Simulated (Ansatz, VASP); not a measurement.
**GaN in VASP and in Ansatz**

```
Ga N
1.0
     3.18017    0.00000    0.00000
     1.59009    2.75411    0.00000
     1.59009    0.91804    2.59660
Ga N
1 1
Direct
  0.00000 0.00000 0.00000
  0.75000 0.75000 0.75000
```

Alike in both runs: functional PBEsol; k mesh 4 × 4 × 4; no spin polarisation.

Ansatz relaxed the structure, and its values are those at the end. VASP's run is a single point on that final structure, the one shown.

|  | VASP | Ansatz |
| --- | --- | --- |
| version | VASP 6.6.1 | Ansatz 0.2.0 |
| potentials or method | VASP PAW PBE potentials, release 64 (Ga_d, N) | plane waves, PAW |
| plane-wave cutoff (eV) | 520 | 470 |
| occupations | gaussian, width 0.01 eV | fixed |
| valence electrons in the cell | 18 | 18 |

|  | VASP | Ansatz | Ansatz less VASP |
| --- | --- | --- | --- |
| gap on the k mesh at the Fermi level (eV) | 1.70 | 1.68 | -0.017 |
| pressure (GPa) | -0.2 | 0.0 | +0.19 |

Ansatz warned: «end_state_compared».

Caveats: the k mesh is coarse (spacing up to 0.60 Å⁻¹), so the values aren't converged; the PAW data sets were made with another functional, which shifts forces and pressure a little (VASP). PBEsol gaps usually lie below the measured ones, often by a third to a half.
